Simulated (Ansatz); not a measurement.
# BN (F-43m) in Ansatz: a series of runs

One crystal, BN, is run at these levels: LDA, PBEsol; tasks: band structure.

Everything below comes from runs of Ansatz 0.2.0. Logs are shortened: lines on timing, memory, paths and dates and some standing lists are left out, and cuts for length are marked.

**The experiment to reproduce.**

A printed reference work, monograph reports, for a bulk crystal of BN at 300 K: band gap 6.4 eV (indirect).

The results are compared with them further down.

## 1. The structure

The structure is cubic, space group F-43m (No. 216). Conventional cell: a = 3.626 Å, b = 3.626 Å, c = 3.626 Å, α = 90.00°, β = 90.00°, γ = 90.00°. N (site symmetry -43m) has 4 B at 1.57 Å as nearest neighbours. Around B (site symmetry -43m) lie 4 N at 1.57 Å.

The cell is a database's computed one.

## 2. Band structure, LDA

input.yaml reads:

```yaml
crystal:
  lattice:
    - [0.0, 1.813001, 1.813001]
    - [1.813001, 0.0, 1.813001]
    - [1.813001, 1.813001, 0.0]
  atoms:
    - { symbol: "N", position: [0.25, 0.25, 0.25] }
    - { symbol: B, position: [0.0, 0.0, 0.0] }
hamiltonian:
  xc: lda
  pseudopotentials: { kind: paw }
kpoints:
  mp_grid: { grid: [13, 13, 13] }
  band_path:
    path:
      - [[0.0, 0.0, 0.0], [0.5, 0.0, 0.5], [0.5, 0.25, 0.75], [0.375, 0.375, 0.75], [0.0, 0.0, 0.0], [0.5, 0.5, 0.5], [0.625, 0.25, 0.625], [0.5, 0.25, 0.75], [0.5, 0.5, 0.5], [0.375, 0.375, 0.75]]
      - [[0.625, 0.25, 0.625], [0.5, 0.0, 0.5]]
    npoints: 14
scf:
  occupations: { method: fermi_dirac, width: 0.05 }
  n_extra_bands: 6
output:
  forces: true
  stress: true
  eigenvalues: true
  fatbands: false
```

Potentials or basis: Ansatz PAW.

On the command line:

```
> ansatz run input.yaml --threads 2 --pin off --max-ram 5632MiB --backend cpu --events-out ev --progress --plain --runs-dir out
```

Output:

```text
Warning: RAYON_NUM_THREADS=2 ignored (pool sized by the plan → 2); use --threads N
scf.n_extra_bands = 6 over 4 filled bands (N_el = 8.0): the run solves 10 bands
Engine: ansatz 0.2.0, x86_64-unknown-linux-gnu
Pseudopotentials: kind: paw
Pseudopotential: N, paw, valence charge 5, recommended cutoff 420 eV (normal), N.paw.azcp
Pseudopotential: B, paw, valence charge 3, recommended cutoff 420 eV (normal), B.paw.azcp
Functional definition: SPW92
  exchange = slater_x
  correlation = pw_c
Crystal: 2 atoms, lattice volume = 11.919 Å³
Basis set: ecut = 420 eV, 259 PW (Γ)
Bands: 10, of which v1, the nominal top of the filled ones, is band 4 counted from 1 (3 counted from 0)
Symmetry: 24 space group operations
Space group: F-43m (ITA 216), of the structure as read, at distance tolerance 2.3e-5 Å
k-points: 84 of 2197 (time reversal used)
Non-local potential: N, projectors of the file, l = 0: 2, l = 1: 2, l = 2: 1
Non-local potential: B, projectors of the file, l = 0: 2, l = 1: 2, l = 2: 1
PAW form: soft (Blöchl's): semilocal exchange-correlation on the pseudo side does not see the compensation charge
PAW frozen core: N, regenerated for the run's functional, and the local potential with it (the file was generated under x = pbe(κ = 0.804, μ = 0.2195149727645171), c = pbe(β = 0.06672455060314922))
PAW frozen core: B, regenerated for the run's functional, and the local potential with it (the file was generated under x = pbe(κ = 0.804, μ = 0.2195149727645171), c = pbe(β = 0.06672455060314922))
PAW one-centre angular grid: N, 110 points (default); XC on 64 Gauss nodes
PAW one-centre angular grid: B, 110 points (default); XC on 64 Gauss nodes
Initial density: superposition of atomic densities (neutral atoms: chi_scale 0, normalization atom), corrected by the library's trained network
Initial wavefunctions: pseudopotential atomic-orbital guess
Functional: x = slater, c = lda
SCF iter   1: F=—  HF=-526.449985 eV  |F-HF|=—  |Δ(HF+E_count)|=         —  Δρ=7.22e-3  dr2=4.51e-3  ethr=1.77e-3  ⟨swp⟩=4.3  Hψ=4769  notcnv=0  defer=1
preconditioner: auto → none  [insulator: Δε(μ)=4.369 eV  Ē_g=23.186 eV  σ=0.050 eV  W_gap=1.00  n_scr=0 (ndim 8)  ℏωp=30.4 eV  f_vac=0.000  D(μ)=0.00/eV (n_scr^D=0)  ε∞_Penn≈2.7]
SCF iter   2: F=—  HF=-526.448791 eV  |F-HF|=—  |Δ(HF+E_count)|=   1.19e-3  Δρ=3.13e-3  dr2=7.44e-4  ethr=5.64e-5  ⟨swp⟩=1.0  Hψ=1512  notcnv=0  defer=55
SCF iter   3: F=—  HF=-526.448567 eV  |F-HF|=—  |Δ(HF+E_count)|=   2.24e-4  Δρ=2.54e-4  dr2=2.37e-6  ethr=9.30e-6  ⟨swp⟩=1.3  Hψ=776  notcnv=0  defer=55
SCF iter   4: F=—  HF=-526.448565 eV  |F-HF|=—  |Δ(HF+E_count)|=   1.52e-6  Δρ=2.40e-5  dr2=3.82e-8  ethr=2.96e-8  ⟨swp⟩=2.2  Hψ=973  notcnv=0  defer=55
iter 5 did not close the SCF: its close was put off for the readings that it lacked (scf_convergence_deferred on its scf_iter line)
SCF iter   5: F=-526.448565 eV  HF=-526.448565 eV  |F-HF|=2.25e-11  |Δ(HF+E_count)|=   7.99e-9  Δρ=4.33e-6  dr2=6.63e-10  ethr=4.77e-10  ⟨swp⟩=2.2  Hψ=1009  notcnv=0  defer=55
SCF iter   6: F=-526.448565 eV  HF=-526.448565 eV  |F-HF|=2.82e-11  |Δ(HF+E_count)|=  1.16e-10  Δρ=7.83e-7  dr2=3.62e-11  ethr=8.29e-12  ⟨swp⟩=4.1  Hψ=3394  notcnv=0
SCF 1 converged in 6 iterations: F = -526.448565 eV  dr2 = 3.62e-11
NSCF: frozen V_eff on 142 k-points
SCF converged after 6 iterations
Free energy (F): -526.448565 eV
Harris-Foulkes:  -526.448565 eV  (|F-HF|=2.82e-11)
Internal energy: -526.448565 eV  (E = F + TS)
E sigma→0 (E₀):  -526.448565 eV
Fermi energy:    12.980653 eV
--- Per-component energies (eV) ---
  E_band       = 24.002745
  E_kinetic    = 184.599631
  E_local      = -177.432319  (includes V_loc(G=0)·N_el)
  E_nonlocal   = 58.416592
  E_hartree    = 48.834560
  E_xc         = -92.416387
  E_vxc        = -115.361628  (∫ρ·V_xc dr)
  E_paw        = -191.279378  (= ΣΔE_a)
  E_vpaw       = -23.888689  (= ΣTr[D̂ρ^β])
  E_aug_tail   = 0.000098  (compensation charges beyond the density's cutoff)
  E_ewald      = -357.297240
  E_core_change = 0.125878  (= ΣΔE_core)
  E_smearing   = -0.000000  (= −TS)
  E_closure    = -0.000000  (closes the sum)
  Σ components = -526.448565   (vs F -526.448565, Δ=0.00e0)
--- Forces (eV/Å), atoms counted from 1 ---
  atom   1  N     -0.00000000    -0.00000000     0.00000000
  atom   2  B      0.00000000    -0.00000000     0.00000000
  max |Σ_I F_I| component: 6.38e-16 eV/Å
--- Stress (GPa, compression-positive) ---
      -14.203006       0.000000      -0.000000
        0.000000     -14.203006       0.000000
       -0.000000       0.000000     -14.203006
  P = ⅓ Tr σ = -14.2030 GPa (-142.030 kbar)
--- Band table (eV; the first three rows and the last of 84) ---
  k-point 0: bands = ["-9.1943", "10.7769", "10.7769", "10.7769", "19.4307", "19.4307", "19.4307", "21.0415", "35.0446", "38.4513"]
  k-point 1: bands = ["-9.0507", "10.0029", "10.6229", "10.6229", "19.6197", "19.6636", "19.6636", "21.5083", "34.8518", "36.2840"]
  k-point 2: bands = ["-8.6241", "8.1635", "10.2360", "10.2360", "19.9302", "20.2254", "20.2254", "22.6483", "34.3463", "34.7457"]
  k-point 83: bands = ["-3.3581", "3.0368", "3.8697", "4.7440", "20.0553", "23.5779", "24.7306", "26.0563", "29.4861", "35.9164"]
```

It took 1.5 s on 2 threads of Intel Xeon at 2.70GHz, shared host; peak memory 0.28 GiB.

Results:

```yaml
Free_energy: -526.4486 eV
Pressure: -14.2 GPa
Band_gap_on_the_k_mesh: 4.42 eV, indirect (least direct gap 8.65 eV)
Band_gap_along_the_path: 4.35 eV, indirect (least direct gap 8.65 eV)
```

Levels at the corners of the path, in eV from the valence-band top:
```csv
point,band 1,band 2,band 3,band 4,band 5,band 6,band 7,band 8
Γ,-19.97,0.00,0.00,0.00,8.65,8.65,8.65,10.26
X,-14.37,-8.82,-4.88,-4.88,4.35,9.12,17.55,17.55
W,-14.04,-7.47,-6.95,-6.49,9.40,13.11,14.20,14.52
K,-14.27,-8.02,-7.65,-4.06,6.78,12.70,15.52,16.37
Γ,-19.97,0.00,0.00,0.00,8.65,8.65,8.65,10.26
L,-15.73,-10.62,-1.93,-1.93,10.08,10.53,10.53,14.92
U,-14.27,-8.02,-7.65,-4.06,6.78,12.70,15.52,16.37
W,-14.04,-7.47,-6.95,-6.49,9.40,13.11,14.20,14.52
L,-15.73,-10.62,-1.93,-1.93,10.08,10.53,10.53,14.92
K,-14.27,-8.02,-7.65,-4.06,6.78,12.70,15.52,16.37
U,-14.27,-8.02,-7.65,-4.06,6.78,12.70,15.52,16.37
X,-14.37,-8.82,-4.88,-4.88,4.35,9.12,17.55,17.55
```

Caveat: the k mesh misses the band edges, so the gap on the mesh is wider than the one along the path; the pressure holds a Pulay correction of +1.3 GPa for the finite cutoff; the PAW data sets come from PBE, with cores solved anew for the run's functional, which leaves a small shift of forces and pressure.

## 3. Band structure, PBEsol

input.yaml: that of step 2 with these lines changed.

```diff
@@ -9,3 +9,3 @@
 hamiltonian:
-  xc: lda
+  xc: pbesol
   pseudopotentials: { kind: paw }
```

Potentials or basis: Ansatz PAW.

On the command line:

```
> ansatz run input.yaml --threads 2 --pin off --max-ram 5632MiB --backend cpu --events-out ev --progress --plain --runs-dir out
```

Output:

```text
Warning: RAYON_NUM_THREADS=2 ignored (pool sized by the plan → 2); use --threads N
scf.n_extra_bands = 6 over 4 filled bands (N_el = 8.0): the run solves 10 bands
[... 4 set-up lines as earlier in the session ...]
Functional definition: PBEsol
  exchange = pbesol_x
  correlation = pbesol_c
Crystal: 2 atoms, lattice volume = 11.919 Å³
Basis set: ecut = 420 eV, 259 PW (Γ), exchange–correlation on 36×36×36 points (8 copies of the dense FFT grid, shifted against one another)
Bands: 10, of which v1, the nominal top of the filled ones, is band 4 counted from 1 (3 counted from 0)
[... 2 set-up lines as earlier in the session ...]
k-points: 84 of 2197 (time reversal used)
[... 9 set-up lines as earlier in the session ...]
Functional: x = pbesol(κ = 0.804, μ = 0.12345679012345678), c = pbesol(β = 0.046)
SCF iter   1: F=—  HF=-533.834918 eV  |F-HF|=—  |Δ(HF+E_count)|=         —  Δρ=8.73e-3  dr2=7.04e-3  ethr=1.77e-3  ⟨swp⟩=4.2  Hψ=4770  notcnv=0  defer=4
preconditioner: auto → none  [insulator: Δε(μ)=4.276 eV  Ē_g=23.306 eV  σ=0.050 eV  W_gap=1.00  n_scr=0 (ndim 8)  ℏωp=30.4 eV  f_vac=0.000  D(μ)=0.00/eV (n_scr^D=0)  ε∞_Penn≈2.7]
SCF iter   2: F=—  HF=-533.832884 eV  |F-HF|=—  |Δ(HF+E_count)|=   2.03e-3  Δρ=3.10e-3  dr2=9.30e-4  ethr=8.80e-5  ⟨swp⟩=1.4  Hψ=1565  notcnv=0  defer=55
SCF iter   3: F=—  HF=-533.832601 eV  |F-HF|=—  |Δ(HF+E_count)|=   2.83e-4  Δρ=2.82e-4  dr2=3.44e-6  ethr=1.16e-5  ⟨swp⟩=2.0  Hψ=1022  notcnv=0  defer=55
SCF iter   4: F=—  HF=-533.832603 eV  |F-HF|=—  |Δ(HF+E_count)|=   2.56e-6  Δρ=2.22e-5  dr2=2.64e-8  ethr=4.30e-8  ⟨swp⟩=1.3  Hψ=746  notcnv=0  defer=55
iter 5 did not close the SCF: its close was put off for the readings that it lacked (scf_convergence_deferred on its scf_iter line)
SCF iter   5: F=-533.832603 eV  HF=-533.832603 eV  |F-HF|=2.29e-10  |Δ(HF+E_count)|=   5.59e-9  Δρ=3.79e-6  dr2=3.97e-10  ethr=3.30e-10  ⟨swp⟩=2.5  Hψ=1043  notcnv=0  defer=55
SCF iter   6: F=-533.832603 eV  HF=-533.832603 eV  |F-HF|=7.96e-13  |Δ(HF+E_count)|=  2.76e-10  Δρ=2.40e-7  dr2=1.88e-12  ethr=4.96e-12  ⟨swp⟩=4.2  Hψ=3340  notcnv=0
SCF 1 converged in 6 iterations: F = -533.832603 eV  dr2 = 1.88e-12
NSCF: frozen V_eff on 142 k-points
SCF converged after 6 iterations
Free energy (F): -533.832603 eV
Harris-Foulkes:  -533.832603 eV  (|F-HF|=7.96e-13)
Internal energy: -533.832603 eV  (E = F + TS)
E sigma→0 (E₀):  -533.832603 eV
Fermi energy:    13.157465 eV
--- Per-component energies (eV) ---
  E_band       = 25.107240
  E_kinetic    = 184.417749
  E_local      = -175.268142  (includes V_loc(G=0)·N_el)
  E_nonlocal   = 56.621010
  E_hartree    = 48.666525
  E_xc         = -92.529697
  E_vxc        = -115.506546  (∫ρ·V_xc dr)
  E_paw        = -198.485716  (= ΣΔE_a)
  E_vpaw       = -22.489978  (= ΣTr[D̂ρ^β])
  E_aug_tail   = 0.000099  (compensation charges beyond the density's cutoff)
  E_ewald      = -357.297240
  E_core_change = 0.042810  (= ΣΔE_core)
  E_smearing   = -0.000000  (= −TS)
  E_closure    = -0.000000  (closes the sum)
  Σ components = -533.832603   (vs F -533.832603, Δ=0.00e0)
--- Forces (eV/Å), atoms counted from 1 ---
  atom   1  N     -0.00000000    -0.00000000     0.00000000
  atom   2  B      0.00000000    -0.00000000     0.00000000
  max |Σ_I F_I| component: 4.63e-16 eV/Å
--- Stress (GPa, compression-positive) ---
       -6.298983       0.000000      -0.000000
        0.000000      -6.298983       0.000000
       -0.000000       0.000000      -6.298983
  P = ⅓ Tr σ = -6.2990 GPa (-62.990 kbar)
--- Band table (eV; the first three rows and the last of 84) ---
  k-point 0: bands = ["-9.1607", "10.9880", "10.9880", "10.9880", "19.7152", "19.7152", "19.7152", "21.0827", "35.2655", "38.5356"]
  k-point 1: bands = ["-9.0168", "10.2012", "10.8338", "10.8338", "19.8756", "19.9494", "19.9494", "21.5884", "35.0919", "36.4112"]
  k-point 2: bands = ["-8.5897", "8.3388", "10.4466", "10.4466", "20.1341", "20.5134", "20.5134", "22.7976", "34.6080", "34.8744"]
  k-point 83: bands = ["-3.3439", "3.1737", "4.0401", "4.9316", "20.2657", "23.8228", "24.9449", "26.3295", "29.8315", "36.3154"]
```

Run time: 1.6 s. Hardware: 2 threads of Intel Xeon at 2.70GHz, shared host; peak memory 0.29 GiB.

What came out:

```
Free energy             : -533.8326 eV
Pressure                : -6.3 GPa
Band gap on the k mesh  : 4.35 eV, indirect (least direct gap 8.73 eV)
Band gap along the path : 4.28 eV, indirect (least direct gap 8.73 eV)
```

Levels at the corners of the path, in eV from the valence-band top:
```tsv
point	band 1	band 2	band 3	band 4	band 5	band 6	band 7	band 8	band 9
Γ	-20.15	0.00	0.00	0.00	8.73	8.73	8.73	10.09	24.28
X	-14.56	-8.91	-4.89	-4.89	4.28	9.05	17.73	17.73	20.46
W	-14.24	-7.56	-6.98	-6.52	9.40	13.13	14.28	14.51	19.03
K	-14.47	-8.11	-7.68	-4.07	6.73	12.68	15.66	16.48	18.40
Γ	-20.15	0.00	0.00	0.00	8.73	8.73	8.73	10.09	24.28
L	-15.92	-10.69	-1.93	-1.93	9.96	10.58	10.58	14.98	23.02
U	-14.47	-8.11	-7.68	-4.07	6.73	12.68	15.66	16.48	18.40
W	-14.24	-7.56	-6.98	-6.52	9.40	13.13	14.28	14.51	19.03
L	-15.92	-10.69	-1.93	-1.93	9.96	10.58	10.58	14.98	23.02
K	-14.47	-8.11	-7.68	-4.07	6.73	12.68	15.66	16.48	18.40
U	-14.47	-8.11	-7.68	-4.07	6.73	12.68	15.66	16.48	18.40
X	-14.56	-8.91	-4.89	-4.89	4.28	9.05	17.73	17.73	20.46
```

Caveat: the k mesh misses the band edges, so the gap on the mesh is wider than the one along the path; the pressure holds a Pulay correction of +1.1 GPa for the finite cutoff; the PAW data sets come from PBE, with cores solved anew for the run's functional, which leaves a small shift of forces and pressure.

## 4. Comparison with measurements

Step 2. Against the measured gap of BN, 6.4 eV (indirect; 300 K; a printed reference work, monograph), the calculated 4.35 eV is off by -2.05 eV. The value is that of LDA, without temperature or zero-point motion. Semilocal functionals fall short of measured gaps as a rule. The cell is a database's relaxed one, not the measured one, which moves gaps too.

Step 3. Against the measured gap of BN, 6.4 eV (indirect; 300 K; a printed reference work, monograph), the calculated 4.28 eV is off by -2.12 eV. The value is that of PBEsol, without temperature or zero-point motion. Semilocal functionals fall short of measured gaps as a rule. The cell is a database's relaxed one, not the measured one, which moves gaps too.
